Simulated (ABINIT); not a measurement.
SnSe, 2 atoms in the cell. Symmetry: Fm-3m, No. 225, cubic system. Conventional cell: a = 6.020 Å, b = 6.020 Å, c = 6.020 Å, α = 90.00°, β = 90.00°, γ = 90.00°. Sn (site symmetry m-3m) has 6 Se at 3.01 Å as nearest neighbours. Se (site symmetry m-3m) has 6 Sn at 3.01 Å as nearest neighbours. Measurements of this composition are mostly on another form, of space group No. 62.

```yaml
Program: ABINIT 10.8.3 (patched build)
Task: G0W0 quasiparticle levels
Functional: LDA
Potentials_or_basis: PseudoDojo NC SR LDA v0.4.1 standard
Cutoff: 1088 eV
k_mesh: 4 × 4 × 4
Occupations: fixed
Spin: no spin polarisation
Cutoff_of_the_screening_Ha: 6
Bands_in_the_sums: 170
Wave-function_cutoff_in_the_screening_Ha: 24
Frequency_treatment: Hybertsen-Louie plasmon pole
```

Potentials or basis: PseudoDojo NC SR LDA v0.4.1 standard.

Launch:

```console
$ mpirun --bind-to none -np 4 abinit run.abi > log 2>&1
```

Hardware: 4 MPI ranks on AMD EPYC 7R43 64-Core Processor (Zen 3), with other jobs on the host.

Task: Estimate the wall time of this run.

Result: Run time: 110 s on 4 MPI ranks on AMD EPYC 7R43 64-Core Processor (Zen 3), with other jobs on the host, peak memory 1.4 GiB a rank. Counts: scf iterations 24, mpi ranks 4, k points 8, bands 186, plane waves 4520.
